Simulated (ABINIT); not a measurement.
# CdSe (Cadmoselite) (P6_3mc) in ABINIT: notebook, part 2 of 2

ABINIT 10.8.3 (patched build). The steps go on from the part before.

### Step 4. Band structure, LDA-Teter

run.abi

```
# Datasets: ground state, then fixed potential
ndtset 2

# Pseudopotentials
pp_dirpath "./"
pseudos "Cd.LDA_PW-JTH.xml, Se.LDA_PW-JTH.xml"

# Structure
acell 4.3 4.3 7.02 Angstrom
rprim
     1.0000000000     0.0000000000     0.0000000000
    -0.5000000000     0.8660254038     0.0000000000
     0.0000000000     0.0000000000     1.0000000000
ntypat 2
znucl 48 34
natom 4
typat 1 1 2 2
xred
     0.6666666667     0.3333333333     0.5000000000
     0.3333333333     0.6666666667     0.0000000000
     0.6666666667     0.3333333333     0.8850000000
     0.3333333333     0.6666666667     0.3850000000

# Plane-wave basis
ecut 462.593566 eV
pawecutdg 34.0

# Exchange and correlation
ixc 1

# Bands and occupations
occopt 3
tsmear 0.00183747

# SCF cycle
nstep 100

# Output
iomode 3
prtwf 0
prteig 0
prtebands 0
prtden1 1

# Dataset 1
kptopt1 1
ngkpt1 7 7 4
nshiftk1 1
shiftk1 0.0 0.0 0.0
nband1 22
tolvrs1 1.0e-9

# Dataset 2: bands along G-M-K-G-A-L-H-A
iscf2 -2
getden2 1
nband2 26
nbdbuf2 2
tolwfr2 1.0e-12
kptopt2 -7
ndivsm2 5
prteig2 1
prtvol2 -3
kptbounds2
     0.0000000000     0.0000000000     0.0000000000
     0.5000000000     0.0000000000     0.0000000000
     0.3333333333     0.3333333333     0.0000000000
     0.0000000000     0.0000000000     0.0000000000
     0.0000000000     0.0000000000     0.5000000000
     0.5000000000     0.0000000000     0.5000000000
     0.3333333333     0.3333333333     0.5000000000
     0.0000000000     0.0000000000     0.5000000000
```

Potentials or basis: JTH PAW LDA v2.0.

Command:

```bash
abinit run.abi > log 2>&1
```

run.abo:

```text
.Version 10.8.3 of ABINIT
 DATASET    1 : space group P6_3 m c (#186); Bravais hP (primitive hexag.)
================================================================================
 Values of the parameters that define the memory need for DATASET  1.
     intxc =       0    ionmov =       0      iscf =      17    lmnmax =      18
     lnmax =       6     mgfft =      50  mpssoang =       3    mqgrid =    3483
     natom =       4  nloc_mem =       2    nspden =       1   nspinor =       1
    nsppol =       1      nsym =      12    n1xccc =       1    ntypat =       2
    occopt =       3   xclevel =       1
       mpw =        2563          nfft =       51200          nkpt =          24
 PAW method is used; the additional fine FFT grid is defined by:
   mgfftf=        72    nfftf =    145800
================================================================================
================================================================================
[... 1241 lines left out ...]
================================================================================

 -outvars: echo values of variables after computation  --------
            acell      8.1258223414E+00  8.1258223414E+00  1.3265877404E+01 Bohr
           etotal1    -1.1478303614E+02
            fcart1    -0.0000000000E+00 -0.0000000000E+00  4.9746032710E-03
                      -0.0000000000E+00 -0.0000000000E+00  4.9746032710E-03
                      -0.0000000000E+00 -0.0000000000E+00 -4.9746032710E-03
                      -0.0000000000E+00 -0.0000000000E+00 -4.9746032710E-03
            rprim      1.0000000000E+00  0.0000000000E+00  0.0000000000E+00
                      -5.0000000000E-01  8.6602540380E-01  0.0000000000E+00
                       0.0000000000E+00  0.0000000000E+00  1.0000000000E+00
           strten1     5.0681675382E-05  5.0681675131E-05  1.0534191060E-04
                       0.0000000000E+00  0.0000000000E+00  0.0000000000E+00
           xangst      2.1500000000E+00  1.2413030788E+00  3.5100000000E+00
                       8.4494064756E-17  2.4826061576E+00  0.0000000000E+00
                       2.1500000000E+00  1.2413030788E+00  6.2127000000E+00
                       8.4494064756E-17  2.4826061576E+00  2.7027000000E+00
             xred      6.6666666667E-01  3.3333333333E-01  5.0000000000E-01
                       3.3333333333E-01  6.6666666667E-01  0.0000000000E+00
                       6.6666666667E-01  3.3333333333E-01  8.8500000000E-01
                       3.3333333333E-01  6.6666666667E-01  3.8500000000E-01
 Calculation completed.
```

Wall time 4.3 min (1 thread of Arm Neoverse V1, shared host); peak memory 0.15 GiB.

Results:

```
Free energy                                           : -3123.4055 eV
Largest force                                         : 0.256 eV/Å
Band gap on the k mesh                                : 0.42 eV, direct
Valence electrons inside the program's atomic spheres : Cd 10.46; Se 3.95
```

Forces in eV/Å, atoms in the order of the input:
```
Cd   0.000  0.000  0.256
Cd   0.000  0.000  0.256
Se   0.000  0.000 -0.256
Se   0.000  0.000 -0.256
```

Levels at the corners of the path, in eV from the valence-band top:
```csv
point,band 14,band 15,band 16,band 17,band 18,band 19,band 20,band 21,band 22,band 23
Γ,-0.73,-0.73,-0.02,0.00,0.00,0.42,1.89,5.74,5.74,5.99
M,-3.81,-2.62,-1.89,-1.27,-0.85,3.03,3.11,4.64,5.96,6.54
K,-3.95,-3.14,-1.83,-1.83,-1.82,4.20,4.64,4.64,6.87,6.91
Γ,-0.73,-0.73,-0.02,0.00,0.00,0.42,1.89,5.74,5.74,5.99
A,-2.65,-0.38,-0.38,-0.38,-0.38,2.11,2.11,5.63,5.63,6.13
L,-4.33,-1.41,-1.41,-1.32,-1.32,2.77,2.77,4.63,4.63,7.53
H,-4.23,-2.55,-2.55,-1.08,-1.08,3.61,3.61,5.73,5.73,6.05
A,-2.65,-0.38,-0.38,-0.38,-0.38,2.11,2.11,5.63,5.63,6.13
```

### Step 5. Band structure, LDA

run.abi

```
# Datasets: ground state, then fixed potential
ndtset 2

# Pseudopotentials
pp_dirpath "./"
pseudos "Cd.hgh, Se.hgh"

# Structure
acell 3*1.0 Angstrom
rprim
     4.3000000000     0.0000000000     0.0000000000
    -2.1500000000     3.7239092363     0.0000000000
     0.0000000000     0.0000000000     7.0200000000
ntypat 2
znucl 48 34
natom 4
typat 1 1 2 2
xcart
     2.1500000002     1.2413030786     3.5100000000
    -0.0000000002     2.4826061577     0.0000000000
     2.1500000002     1.2413030786     6.2127000000
    -0.0000000002     2.4826061577     2.7027000000 Angstrom

# Plane-wave basis
ecut 20.0

# Exchange and correlation
ixc 7

# Bands and occupations
occopt 3
tsmear 0.05 eV

# SCF cycle
nstep 100

# Output
iomode 3
prtwf 0
prteig 0
prtebands 0
enunit 1
prtden1 1
prtvha1 1
prtvclmb1 1
prtpot1 1
prtelf1 1

# Dataset 1
kptopt1 1
ngkpt1 7 7 4
nshiftk1 1
shiftk1 0.0 0.0 0.0
nband1 12
tolvrs1 1.0e-10

# Dataset 2: bands along G-M-K-G-A-L-H-A
iscf2 -2
getden2 1
nband2 16
nbdbuf2 2
tolwfr2 1.0e-12
kptopt2 -7
ndivsm2 5
prteig2 1
prtvol2 -3
kptbounds2
     0.0000000000     0.0000000000     0.0000000000
     0.5000000000     0.0000000000     0.0000000000
     0.3333333333     0.3333333333     0.0000000000
     0.0000000000     0.0000000000     0.0000000000
     0.0000000000     0.0000000000     0.5000000000
     0.5000000000     0.0000000000     0.5000000000
     0.3333333333     0.3333333333     0.5000000000
     0.0000000000     0.0000000000     0.5000000000
```

Potentials or basis: HGH LDA.

Command:

```bash
abinit run.abi > log 2>&1
```

It took 63 s on 1 thread of Arm Neoverse V1, shared host; peak memory 0.12 GiB.

It converged, with:

```
Free energy                                           : -576.4803 eV
Largest force                                         : 0.145 eV/Å
Band gap on the k mesh                                : 0.93 eV, direct
Valence electrons inside the program's atomic spheres : Cd 0.36; Se 3.23
```

Forces in eV/Å, atoms in the order of the input:
```
Cd   0.000  0.000  0.145
Cd   0.000  0.000  0.145
Se   0.000  0.000 -0.145
Se   0.000  0.000 -0.145
```

Levels at the corners of the path, in eV from the valence-band top:
```
point  band 6  band 7  band 8  band 9  band 10  band 11
    Γ   -0.12   -0.12    0.00    0.93     2.33     6.08
    M   -1.76   -1.20   -0.82    3.41     3.50     4.91
    K   -1.79   -1.72   -1.72    4.46     5.23     5.23
    Γ   -0.12   -0.12    0.00    0.93     2.33     6.08
    A   -0.46   -0.46   -0.46    2.59     2.59     6.10
    L   -1.34   -1.21   -1.21    3.14     3.14     4.92
    H   -2.46   -0.95   -0.95    3.98     3.98     6.02
    A   -0.46   -0.46   -0.46    2.59     2.59     6.10
```

Caveat: HGH potentials are hard and often keep d shells in the core, so these values are rough. Expect the measured gap to be larger: semilocal functionals such as LDA lack the derivative discontinuity.

### Step 6. Overview

| level | potentials or basis | gap on the mesh (eV) | largest force (eV/Å) |
| --- | --- | --- | --- |
| LDA-VWN | JTH PAW LDA v2.0 | 0.42 | 0.26 |
| RPBE | JTH PAW PBE v2.0 | 0.87 | 0.29 |
| LDA-Teter | JTH PAW LDA v2.0 | 0.42 | 0.26 |

Alike in all rows: task band structure; no spin polarisation; cell as given; k mesh 7 × 7 × 4; cutoff (eV) 463; smearing fermi-dirac 0.05 eV.

Caveats: the PAW data sets were made with another functional, which shifts forces and pressure a little (some runs).

Total energies depend on the potentials used, so only differences within one code and one set of settings carry meaning.

### Step 7. How close it comes

Step 2. Measured gap of CdSe: 1.841 eV (2 K; a printed reference work, data compilation). This calculation gives 0.42 eV (-1.42 eV). So large a miss can be the level of theory's own, or it may mean another phase, state or a wrong row. Spin-orbit coupling on Cd, Se is left out. The value is that of LDA-VWN, without temperature or zero-point motion. Semilocal functionals fall short of measured gaps as a rule.

Step 3. Against the measured gap of CdSe, 1.841 eV (2 K; a printed reference work, data compilation), the calculated 0.87 eV is off by -0.97 eV. Spin-orbit coupling on Cd, Se is left out. The value is that of RPBE, without temperature or zero-point motion. Semilocal functionals fall short of measured gaps as a rule.

Step 4. Against the measured gap of CdSe, 1.841 eV (2 K; a printed reference work, data compilation), the calculated 0.42 eV is off by -1.42 eV. So large a miss can be the level of theory's own, or it may mean another phase, state or a wrong row. Spin-orbit coupling on Cd, Se is left out. The value is that of LDA-Teter, without temperature or zero-point motion. Semilocal functionals fall short of measured gaps as a rule.
